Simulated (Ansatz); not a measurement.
Levels of theory on GaN (COD cell start)

**The experiment to reproduce.**

“Growth, characterization, and thermodynamics of III-nitride semiconductors”, 2022, arxiv:2206.01307 reports, for a powder of GaN: lattice constant a 3.193 Å; lattice constant c 5.192 Å.

How close the calculation comes is told at the end.

The compound was started in one structure type and brought to zero pressure at each level (plane-wave PAW code Ansatz, Gaussian smearing of 0.05 eV, scalar-relativistic unless SOC, spin–orbit coupling, is named).

The start was a cell as deposited in COD.

The cell at PBEsol (neighbours within 15 % of each site's shortest distance, so a longer bond may be listed from one end only): The structure is hexagonal, space group P6_3mc (No. 186). The conventional cell has a = 3.183 Å, b = 3.183 Å, c = 5.185 Å, α = 90.00°, β = 90.00°, γ = 120.00°. Ga (site symmetry 3m) is surrounded by 4 N at 1.95 Å. Around N (site symmetry 3m) lie 4 Ga at 1.95 Å.

| level | cutoff (eV) | k-mesh | final group | a (Å) | c (Å) | V (Å³/atom) | gap (eV) | B0 (GPa) | E_f (eV/atom) |
| --- | --- | --- | --- | --- | --- | --- | --- | --- | --- |
| PBEsol | 420 | 12×12×6 | P6_3mc | 3.183 | 5.185 | 11.37 | 1.87 | 188 | -0.59 |
| PBE | 420 | 12×12×8 | P6_3mc | 3.218 | 5.243 | 11.76 | 1.71 | 172 | -0.44 |

**Question.** Predict the results of r²SCAN (500 eV, 8×8×4 mesh).

**Answer.** final group P6_3mc, a (Å) 3.183, c (Å) 5.185, V (Å³/atom) 11.37, gap (eV) 2.35, E_f (eV/atom) -0.65.

Volumes against PBE: PBEsol −3.3 %, r²SCAN −3.3 %. PBEsol < PBE is the usual order of volumes: a stronger gradient correction lowers the energy of inhomogeneous, expanded densities and so lengthens the bonds (here 1.1 % in length from PBEsol to PBE, a third of the change in volume). Of these two, the larger cell is the softer: stretching the PBEsol crystal to the PBE volume along its own (Murnaghan) curve would take its modulus to B0 (V0/V)^B0′ = 188 × (11.37/11.76)^4.4 = 162 GPa, against 172 GPa found, so volume alone would soften it more than is found. r²SCAN widens the gap by 0.64 eV over PBE, as meta-GGAs in the generalised Kohn–Sham scheme often do. The formation energy spans 0.21 eV/atom over the functionals (r²SCAN lowest, PBE highest); the spread holds the functional's effect on the elements as well as on the compound.

Measured a = 3.193 Å (powder; “Growth, characterization, and thermodynamics of III-nitride semiconductors”, 2022, arxiv:2206.01307); the levels miss it by −0.3 % (PBEsol), +0.8 % (PBE), −0.3 % (r²SCAN). Measured c = 5.192 Å (powder; “Growth, characterization, and thermodynamics of III-nitride semiconductors”, 2022, arxiv:2206.01307); the levels miss it by −0.1 % (PBEsol), +1.0 % (PBE), −0.1 % (r²SCAN). The calculated cells are static, while the measured one holds zero-point and thermal expansion, usually some tenths of a per cent in a lattice constant.

The PAW datasets are PBE ones. Gaps are (generalised) Kohn–Sham gaps. E_f is the formation energy from the elements run alike, at 0 K, without zero-point energy or any correction for the binding of gas molecules; it is good to about 0.01 eV/atom as a calculation.

All runs used the PAW datasets of the set soft_2.
